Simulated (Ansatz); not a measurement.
**Stack of 1T-SnSSe under 1T-ZrSSe, shifted by two thirds of the diagonal in a perpendicular field**

What dipole does a perpendicular field induce in the stack of 1T-SnSSe under 1T-ZrSSe, shifted by two thirds of the diagonal, and does the gap follow? A positive field points along +c.

Program: Ansatz 0.2.0. Level of theory: plane-wave DFT, PBE-D3(BJ), Ansatz PAW. Results are calculated unless marked as measured.

**1. Starting point**

The cell holds 6 atoms: 2 Se, 1 Sn, 2 S and 1 Zr. Its edges and angles: a = 3.763 Å, b = 3.763 Å, c = 47.800 Å, α = 90.0°, β = 90.0°, γ = 120.0°. Regions: layer 1: 1T-SnSSe, 3 atoms (1 Se, 1 Sn and 1 S); layer 2: 1T-ZrSSe, 3 atoms (1 Se, 1 Zr and 1 S). Vacuum lies along c.

**2. Relaxing the slab**

The starting cell is a guess, so the in-plane lattice and the atoms are relaxed first, with the slab cut off from its images along the normal.

The input, input.yaml:

```yaml
crystal:
  lattice:
    - [3.7625, 0.0, 0.0]
    - [-1.88125, 3.2584205817, 0.0]
    - [0.0, 0.0, 47.8001287997]
  atoms:
    - { symbol: Se, position: [0.6666666667, 0.3333333333, 0.4121327807] }
    - { symbol: Sn, position: [0.0, 0.0, 0.4362633397] }
    - { symbol: S, position: [0.3333333333, 0.6666666667, 0.4549751552] }
    - { symbol: Se, position: [0.3333333333, 0.6666666667, 0.5187825147] }
    - { symbol: Zr, position: [0.6666666667, 0.3333333333, 0.5559096264] }
    - { symbol: S, position: [0.0, 0.0, 0.5878672193] }
  periodic: [true, true, false]
kpoints:
  mp_grid: { grid: [12, 12, 1] }
hamiltonian:
  xc: pbe
  dispersion: d3bj
scf:
  occupations: { method: fermi_dirac, width: 0.05 }
  convergence: { dr2_threshold: 1.0e-09 }
relax:
  f_tol: 0.004
  max_steps: 90
  cell: {}
output:
  write_potential: true
  write_density: true
  volumetric_format: npy
```

On the command line:

```
$ ansatz run input.yaml --threads 2 --pin off --max-ram 3072MiB --backend cpu --events-out ev --progress --plain --runs-dir out
```

Numbers of over 12 decimals in the logs are rounded to 6 here.

Log:

```text
Warning: relax.cell: scf.convergence.dr2_threshold = 1e-9 eV is looser than the 1.7721869096e-10 eV advised for a relaxation that steers and ends on the stress (1e-10 eV for each atom of the cell: 6, times the square of relax.cell.stress_2d_tol = 0.05 N/m over 18.4 Å (the atoms' height at the walk's start and 5 Å past either face), 2.717e-2 GPa, over a crystal's default 0.05). What an SCF threshold leaves in a stress goes as its square root, and in the free energy as the threshold itself, and one threshold admits the most on a small cell: [figures from the program's tests cut] Set scf.convergence.dr2_threshold to 1.7721869096e-10 eV or tighter. [rest of the remark cut]
Engine: ansatz 0.2.0, x86_64-unknown-linux-gnu
Pseudopotentials: kind: paw
Pseudopotential: Se, paw, valence charge 16, recommended cutoff 420 eV (normal), Se.paw.azcp
Pseudopotential: Sn, paw, valence charge 14, recommended cutoff 420 eV (normal), Sn.paw.azcp
Pseudopotential: S, paw, valence charge 6, recommended cutoff 420 eV (normal), S.paw.azcp
Pseudopotential: Zr, paw, valence charge 12, recommended cutoff 420 eV (normal), Zr.paw.azcp
Functional definition: PBE
  parameter kappa = 0.804
  parameter beta = 0.066725
  exchange = pbe_x(kappa = kappa, mu = beta*pi^2/3)
  correlation = pbe_c(beta = beta)
Crystal: 6 atoms, lattice volume = 586.020 Å³
Basis set: ecut = 420 eV, 11475 PW (Γ), exchange–correlation on 54×54×640 points (8 copies of the dense FFT grid, shifted against one another)
Bands: 42, of which v1, the nominal top of the filled ones, is band 35 counted from 1 (34 counted from 0)
Symmetry: 6 space group operations
Space group: P3m1 (ITA 156), of the structure as read, at distance tolerance 8.4e-5 Å
k-points: 19 of 144 (time reversal used)
Non-local potential: Se, projectors of the file, l = 0: 2, l = 1: 2, l = 2: 3, l = 3: 1
Non-local potential: Sn, projectors of the file, l = 0: 2, l = 1: 2, l = 2: 2, l = 3: 2
Non-local potential: S, projectors of the file, l = 0: 2, l = 1: 2, l = 2: 2
Non-local potential: Zr, projectors of the file, l = 0: 3, l = 1: 2, l = 2: 2, l = 3: 2
PAW form: soft (Blöchl's): semilocal exchange-correlation on the pseudo side does not see the compensation charge
PAW one-centre angular grid: Se, 590 points (default); XC on 64 Gauss nodes
PAW one-centre angular grid: Sn, 590 points (default); XC on 64 Gauss nodes
PAW one-centre angular grid: S, 110 points (default); XC on 64 Gauss nodes
PAW one-centre angular grid: Zr, 590 points (default); XC on 64 Gauss nodes
Initial density: superposition of atomic densities (neutral atoms: chi_scale 0, normalization atom), corrected by the library's trained network
Initial wavefunctions: pseudopotential atomic-orbital guess
Functional: x = pbe(κ = 0.804, μ = 0.219515), c = pbe(β = 0.066725)
SCF iter   1: F=—  HF=-22954.282202 eV  |F-HF|=—  |Δ(HF+E_count)|=         —  Δρ=1.98e-3  dr2=8.10e-2  ethr=1.77e-3  ⟨swp⟩=16.9  Hψ=5364  notcnv=0  defer=1
preconditioner: auto → Resta (q_TF=auto, 1.915 Å⁻¹)  ε∞=2.0  [insulator: Δε(μ)=0.440 eV  Ē_g=8.539 eV  σ=0.050 eV  W_gap=0.97  n_scr=28 (ndim 8)  ℏωp=8.7 eV  f_vac=0.748  D(μ)=0.02/eV (n_scr^D=0)  ε∞_Penn≈2.0  vacuum switching on, ρ_ref=5.3e-3 e/Å³]
SCF iter   2: F=—  HF=-22954.280332 eV  |F-HF|=—  |Δ(HF+E_count)|=   1.87e-3  Δρ=1.53e-3  dr2=1.74e-1  ethr=1.16e-4  ⟨swp⟩=3.9  Hψ=1810  notcnv=0  defer=22
SCF iter   3: F=—  HF=-22954.271262 eV  |F-HF|=—  |Δ(HF+E_count)|=   9.07e-3  Δρ=8.73e-4  dr2=4.86e-2  ethr=1.16e-4  ⟨swp⟩=3.6  Hψ=1407  notcnv=0  defer=23
SCF iter   4: F=—  HF=-22954.267842 eV  |F-HF|=—  |Δ(HF+E_count)|=   3.42e-3  Δρ=3.92e-4  dr2=5.08e-3  ethr=6.94e-5  ⟨swp⟩=2.0  Hψ=1108  notcnv=0  defer=25
SCF iter   5: F=—  HF=-22954.267560 eV  |F-HF|=—  |Δ(HF+E_count)|=   2.83e-4  Δρ=1.41e-4  dr2=2.48e-4  ethr=7.25e-6  ⟨swp⟩=2.9  Hψ=1152  notcnv=0  defer=25
SCF iter   6: F=—  HF=-22954.267659 eV  |F-HF|=—  |Δ(HF+E_count)|=   9.93e-5  Δρ=4.80e-5  dr2=2.61e-5  ethr=3.54e-7  ⟨swp⟩=3.2  Hψ=1476  notcnv=0  defer=25
SCF iter   7: F=—  HF=-22954.267603 eV  |F-HF|=—  |Δ(HF+E_count)|=   5.55e-5  Δρ=2.06e-5  dr2=1.02e-5  ethr=3.72e-8  ⟨swp⟩=3.2  Hψ=1476  notcnv=0  defer=25
SCF iter   8: F=—  HF=-22954.267604 eV  |F-HF|=—  |Δ(HF+E_count)|=   1.62e-7  Δρ=9.04e-6  dr2=2.26e-6  ethr=1.46e-8  ⟨swp⟩=3.2  Hψ=1328  notcnv=0  defer=25
SCF iter   9: F=—  HF=-22954.267668 eV  |F-HF|=—  |Δ(HF+E_count)|=   6.48e-5  Δρ=3.31e-6  dr2=9.73e-8  ethr=3.22e-9  ⟨swp⟩=3.0  Hψ=1304  notcnv=0  defer=26
SCF iter  10: F=—  HF=-22954.267669 eV  |F-HF|=—  |Δ(HF+E_count)|=   1.56e-7  Δρ=1.16e-6  dr2=9.18e-9  ethr=1.39e-10  ⟨swp⟩=3.5  Hψ=1557  notcnv=0  defer=26
SCF iter  11: F=-22954.267669 eV  HF=-22954.267669 eV  |F-HF|=2.07e-9  |Δ(HF+E_count)|=   3.96e-8  Δρ=2.70e-7  dr2=8.38e-10  ethr=1.43e-12  ⟨swp⟩=11.1  Hψ=6944  notcnv=0
SCF 1 converged in 11 iterations: F = -22954.267669 eV  dr2 = 8.38e-10
  greatest PAW one-centre occupation: 1.000 electrons in one spin orbital (limit 2), on the Se atom at site 0 (counted from 0), in its partial waves of l = 2
relax step   1: F+E_penalty+E_count = -22954.26766860 eV  Δ(F+E_penalty+E_count) = +0.000e0 eV  max|allowed force component| = 5.345e0 eV/Å  Δτ_max = 0.0000 Å  P = +15.238 N/m  Ω = 586.020 Å³  fix = [c, alpha, beta]  reactions: c +0.000 N/m  (11 SCF iters, accepted)
Crystal: 6 atoms, lattice volume = 592.403 Å³
Basis set: ecut = 420 eV, 11607 PW (Γ), exchange–correlation on 54×54×640 points (8 copies of the dense FFT grid, shifted against one another)
Initial density: handed on by an earlier stage of this run
Initial wavefunctions: those handed on with the density
iter 1 solved again at ethr=2.79e-4 eV; its pass at ethr=3.10e-3 eV (dr2=1.95e-1 eV) is discarded
SCF iter   1: F=—  HF=-22956.036463 eV  |F-HF|=—  |Δ(HF+E_count)|=         —  Δρ=3.76e-3  dr2=1.93e-1  ethr=2.79e-4  ⟨swp⟩=2.7  Hψ=5350  notcnv=0
preconditioner: auto → Resta (q_TF=auto, 1.911 Å⁻¹)  ε∞=2.1  [insulator: Δε(μ)=0.638 eV  Ē_g=8.314 eV  σ=0.050 eV  W_gap=1.00  n_scr=28 (ndim 8)  ℏωp=8.6 eV  f_vac=0.746  D(μ)=0.01/eV (n_scr^D=0)  ε∞_Penn≈2.1  vacuum switching on, ρ_ref=5.0e-3 e/Å³]
SCF iter   2: F=—  HF=-22956.020878 eV  |F-HF|=—  |Δ(HF+E_count)|=   1.56e-2  Δρ=2.32e-3  dr2=1.77e-1  ethr=2.76e-4  ⟨swp⟩=5.0  Hψ=1611  notcnv=0  defer=7
SCF iter   3: F=—  HF=-22956.007365 eV  |F-HF|=—  |Δ(HF+E_count)|=   1.35e-2  Δρ=1.53e-3  dr2=6.18e-2  ethr=2.52e-4  ⟨swp⟩=4.2  Hψ=1357  notcnv=0  defer=26
SCF iter   4: F=—  HF=-22956.002460 eV  |F-HF|=—  |Δ(HF+E_count)|=   4.91e-3  Δρ=8.24e-4  dr2=4.47e-3  ethr=8.83e-5  ⟨swp⟩=2.9  Hψ=1254  notcnv=0  defer=25
[...]
relax step   5: F+E_penalty+E_count = -22957.37440124 eV  Δ(F+E_penalty+E_count) = -1.254e-1 eV  max|allowed force component| = 1.285e-1 eV/Å  Δτ_max = 0.1943 Å  P = -0.513 N/m  Ω = 577.503 Å³  energy of the carried Pulay correction = +5.809e-4 eV  fix = [c, alpha, beta]  reactions: c -0.000 N/m  (12 SCF iters, accepted)
[...]
relax step   6: F+E_penalty+E_count = -22957.39972327 eV  Δ(F+E_penalty+E_count) = -2.532e-2 eV  max|allowed force component| = 8.699e-2 eV/Å  Δτ_max = 0.0972 Å  P = -0.226 N/m  Ω = 573.957 Å³  energy of the carried Pulay correction = +8.253e-4 eV  fix = [c, alpha, beta]  reactions: c -0.000 N/m  (11 SCF iters, accepted)
[...]
relax step   7: F+E_penalty+E_count = -22957.40665906 eV  Δ(F+E_penalty+E_count) = -6.936e-3 eV  max|allowed force component| = 1.877e-2 eV/Å  Δτ_max = 0.0749 Å  P = -0.042 N/m  Ω = 573.475 Å³  energy of the carried Pulay correction = +8.586e-4 eV  fix = [c, alpha, beta]  reactions: c -0.000 N/m  (13 SCF iters, accepted)
[...]
relax step   8: F+E_penalty+E_count = -22957.40696112 eV  Δ(F+E_penalty+E_count) = -3.021e-4 eV  max|allowed force component| = 2.416e-3 eV/Å  Δτ_max = 0.0146 Å  P = -0.007 N/m  Ω = 572.799 Å³  energy of the carried Pulay correction = +9.054e-4 eV  fix = [c, alpha, beta]  reactions: c -0.000 N/m  (9 SCF iters, accepted)
[...]
relax step   9: F+E_penalty+E_count = -22957.40697948 eV  Δ(F+E_penalty+E_count) = -1.837e-5 eV  max|allowed force component| = 2.145e-3 eV/Å  Δτ_max = 0.0043 Å  P = +0.004 N/m  Ω = 572.716 Å³  energy of the carried Pulay correction = +9.112e-4 eV  fix = [c, alpha, beta]  reactions: c +0.000 N/m  (8 SCF iters, accepted)
Basis set: ecut = 420 eV, 11235 PW (Γ), exchange–correlation on 50×50×640 points (8 copies of the dense FFT grid, shifted against one another)
Initial wavefunctions: pseudopotential atomic-orbital guess (no wavefunctions were taken with the density)
iter 1 solved again at ethr=3.18e-7 eV; its pass at ethr=3.10e-3 eV (dr2=2.23e-4 eV) is discarded
SCF iter   1: F=—  HF=-22957.406335 eV  |F-HF|=—  |Δ(HF+E_count)|=         —  Δρ=1.08e-5  dr2=9.39e-8  ethr=3.18e-7  ⟨swp⟩=5.5  Hψ=8113  notcnv=0
eigensolver tolerance schedule: the retry pair's looser diagonalisation over-reported the residual by 2371.21 of it (diagonalisation noise at 0.32 of the residual, at the tolerance the schedule requests for it); recorded, not acted on — ethr = c·dr2/N_el stays at c = 1.0e-1
preconditioner: auto → Resta (q_TF=auto, 1.922 Å⁻¹)  ε∞=2.1  [insulator: Δε(μ)=0.416 eV  Ē_g=8.258 eV  σ=0.050 eV  W_gap=0.97  n_scr=28 (ndim 8)  ℏωp=8.8 eV  f_vac=0.724  D(μ)=0.02/eV (n_scr^D=0)  ε∞_Penn≈2.1  vacuum switching on, ρ_ref=4.9e-3 e/Å³]
SCF iter   2: F=—  HF=-22957.406429 eV  |F-HF|=—  |Δ(HF+E_count)|=   9.40e-5  Δρ=5.45e-6  dr2=2.93e-8  ethr=1.34e-10  ⟨swp⟩=5.3  Hψ=2735  notcnv=0
SCF iter   3: F=—  HF=-22957.406429 eV  |F-HF|=—  |Δ(HF+E_count)|=   7.54e-8  Δρ=1.74e-6  dr2=4.72e-8  ethr=4.18e-11  ⟨swp⟩=3.0  Hψ=1357  notcnv=0
SCF iter   4: F=—  HF=-22957.406429 eV  |F-HF|=—  |Δ(HF+E_count)|=  7.39e-10  Δρ=9.06e-7  dr2=1.17e-8  ethr=4.18e-11  ⟨swp⟩=2.4  Hψ=1087  notcnv=0
SCF iter   5: F=-22957.406429 eV  HF=-22957.406429 eV  |F-HF|=5.09e-11  |Δ(HF+E_count)|=  5.71e-10  Δρ=3.53e-7  dr2=5.45e-10  ethr=1.43e-12  ⟨swp⟩=15.4  Hψ=6770  notcnv=0
SCF 10 converged in 5 iterations: F = -22957.406429 eV  dr2 = 5.45e-10
relax step  10: F+E_penalty+E_count = -22957.40642864 eV  Δ(F+E_penalty+E_count) = +5.508e-4 eV  max|allowed force component| = 2.374e-3 eV/Å  Δτ_max = 0.0000 Å  P = -0.018 N/m  Ω = 572.716 Å³  fix = [c, alpha, beta]  reactions: c -0.000 N/m  stress off target by 1.76e-2 N/m on what of the cell is left free  SCF on the basis re-selected at this cell (its energy is not comparable with the rows above)  (5 SCF iters)
basis re-selected at this cell: Δ(F+E_penalty+E_count) = +5.508e-4 eV, ΔP = -0.022 N/m vs the last step (what re-selecting the basis moved, of the pressure what is left beyond the Pulay correction that the steps carried, after the strain that the cell walked since its last selection, with what the two solves' SCF thresholds leave and, on support functions, any second-order correction that the steps lacked; it is no measure of the basis error at this ecutwfc). The dense FFT grid was sized anew with the basis: this SCF ran on 25×25×320 points, the steps before it on 27×27×320, so part of this shift can come from that change (see relax.cell in the input reference). [rest of the remark cut]
WARN: The output density's exchange-correlation potential varies sharply where the density is thin. Do not read a vacuum level from v_tot or v_xc, or from such a field of the output density. On a cell that repeats whose density bears no net charge and no dipole along the vacuum's axis use v_es (v_loc + v_h of the components); under efield.dipole_correction with no amplitude use v_es + v_field, which holds any externa [...]
SCF converged after 5 iterations
Free energy (F): -22957.406429 eV
Harris-Foulkes:  -22957.406429 eV  (|F-HF|=5.09e-11)
Internal energy: -22957.406122 eV  (E = F + TS)
E sigma→0 (E₀):  -22957.406275 eV
Entropy (-TS):   -0.000307 eV (-0.051 meV/atom)
Fermi energy:    -5.450172 eV
--- Per-component energies (eV) ---
  E_band       = -1977.882459
  E_kinetic    = 970.743605
  E_local      = -300102.988593  (includes V_loc(G=0)·N_el)
  E_nonlocal   = -1087.546279
  E_hartree    = 149456.934814
  E_xc         = -946.014966
  E_vxc        = -657.405624  (∫ρ·V_xc dr)
  E_paw        = -12117.971019  (= ΣΔE_a)
  E_vpaw       = -14.549275  (= ΣTr[D̂ρ^β])
  E_aug_tail   = -0.001166  (compensation charges beyond the density's cutoff)
  E_ewald      = 140871.144253
  E_disp       = -1.706770  (pairwise vdW)
  E_smearing   = -0.000307  (= −TS)
  E_closure    = -0.000000  (closes the sum)
  Σ components = -22957.406429   (vs F -22957.406429, Δ=0.00e0)
--- Forces (eV/Å), atoms counted from 1 ---
  atom   1  Se     0.00000000    -0.00000000    -0.00237433
  atom   2  Sn     0.00000000    -0.00000000    -0.00027018
  atom   3  S      0.00000000     0.00000000     0.00234365
  atom   4  Se     0.00000000     0.00000000     0.00204491
  atom   5  Zr     0.00000000    -0.00000000    -0.00133063
  atom   6  S      0.00000000    -0.00000000    -0.00041697
  max |Σ_I F_I| component: 3.55e-6 eV/Å
--- 2D stress c σ (N/m, compression-positive) ---
       -0.017618       0.000000      -0.000000
        0.000000      -0.017618      -0.000000
       -0.000000      -0.000000      -0.000000
  P = ½ c Tr σ = -0.0176 N/m
--- Band table (eV; the first three rows and the last of 19) ---
  k-point 0: bands = [... 31 lower, -6.1049, -6.1049, -5.6453, -5.6453, -4.3688, -4.3688, -4.3142, -3.5331, ... 3 higher]
  k-point 1: bands = [... 31 lower, -6.4524, -6.1624, -6.1270, -5.8789, -4.2933, -4.0982, -3.9943, -3.3940, ... 3 higher]
  k-point 2: bands = [... 31 lower, -7.1433, -6.2724, -6.2400, -6.2016, -4.3772, -3.7554, -3.6217, -3.1426, ... 3 higher]
  k-point 18: bands = [... 31 lower, -7.8345, -7.5872, -7.0971, -7.0674, -4.2062, -3.6296, -3.1216, -2.8612, ... 3 higher]
  the weakly bound empty levels are not read free of the cell's end (no_gap_told)
--- Relaxed structure (9 steps of the walk, 9 accepted, 1 SCFs on fresh bases) ---
  F+E_penalty+E_count = -22957.40642864 eV   max|allowed force component| = 2.374e-3 eV/Å   (the final SCF, on the basis selected at the relaxed cell)
  cell:  # Å, volume = 572.7159 Å³
    - [3.719544, 0.0, 0]
    - [-1.859772, 3.221220, 0]
    - [0, 0, 47.8001287997]
  atoms:
    - { symbol: Se, position: [0.666667, 0.333333, 0.391980] }
    - { symbol: Sn, position: [0, 0, 0.426066] }
    - { symbol: S, position: [0.333333, 0.666667, 0.456842] }
    - { symbol: Se, position: [0.333333, 0.666667, 0.531153] }
    - { symbol: Zr, position: [0.666667, 0.333333, 0.565378] }
    - { symbol: S, position: [0, 0, 0.594511] }
```

Wall time 13 min (2 threads of Intel Xeon at 2.50GHz (Skylake/Cascade Lake), shared host); peak memory 1.1 GiB.

Relaxation path:

```tsv
step	energy less that of the first step (eV)	largest force component (eV/Å)	volume (Å³)
1	0.0000	5.3447	586.02
2	-1.7344	3.0020	592.40
3	-2.6596	1.4244	590.02
4	-2.9813	0.4599	583.81
5	-3.1067	0.1285	577.50
6	-3.1321	0.0870	573.96
7	-3.1390	0.0188	573.47
8	-3.1393	0.0024	572.80
9	-3.1393	0.0021	572.72
10*	-3.1388	0.0024	572.72
```

Relaxation steps marked * repeat the geometry before them on a plane-wave basis chosen anew for their cell, so energy and pressure can jump there.

The run keeps the 6 symmetry operations that it works with, so distortions that break them were not tested.

```tsv
cell as run	before	after	change
a (Å)	3.763	3.720	-1.1 %
b (Å)	3.763	3.720	-1.1 %
```

The atoms that moved most (Å, along periodic axes as changes of fractional coordinates times the final cell, across vacuum about the mean position):

```tsv
atom	dx	dy	dz	length
Se1	0.000	0.000	-0.963	0.963
Se4	0.000	0.000	0.591	0.591
Sn2	0.000	0.000	-0.487	0.487
Zr5	0.000	0.000	0.453	0.453
S6	0.000	0.000	0.318	0.318
S3	0.000	0.000	0.089	0.089
```

Final coordinates:

```cif
data_structure
_symmetry_space_group_name_H-M 'P 1'
_symmetry_Int_Tables_number 1
_cell_length_a 3.7195
_cell_length_b 3.7195
_cell_length_c 47.8001
_cell_angle_alpha 90.000
_cell_angle_beta 90.000
_cell_angle_gamma 120.000
_cell_volume 572.72
loop_
_atom_site_label
_atom_site_type_symbol
_atom_site_fract_x
_atom_site_fract_y
_atom_site_fract_z
_atom_site_occupancy
Se1 Se 0.66667 0.33333 0.39198 1
Sn2 Sn 0.00000 0.00000 0.42607 1
S3 S 0.33333 0.66667 0.45684 1
Se4 Se 0.33333 0.66667 0.53115 1
Zr5 Zr 0.66667 0.33333 0.56538 1
S6 S 0.00000 0.00000 0.59451 1
```

Numbers from this step:

```
energy at zero smearing : -22957.4063 eV
```

The lattice constant a goes from 3.763 to 3.720 Å.

[end of part 1 of 2]

[Logs are printed without paths, hosts, clocks, repeated set-up lines and the standing remarks that a program may print on its own settings, such as how far it seeks lower states.]

[Hosts, paths, dates, database ids (printed as entryN), source tags and the programs' standing remarks are cut or masked in the printed files.]

[Maps of the electrostatic potential energy from Ansatz leave out the sawtooth potential of an applied field or a dipole correction, so their vacuum need not be flat; planar profiles and work functions include it.]
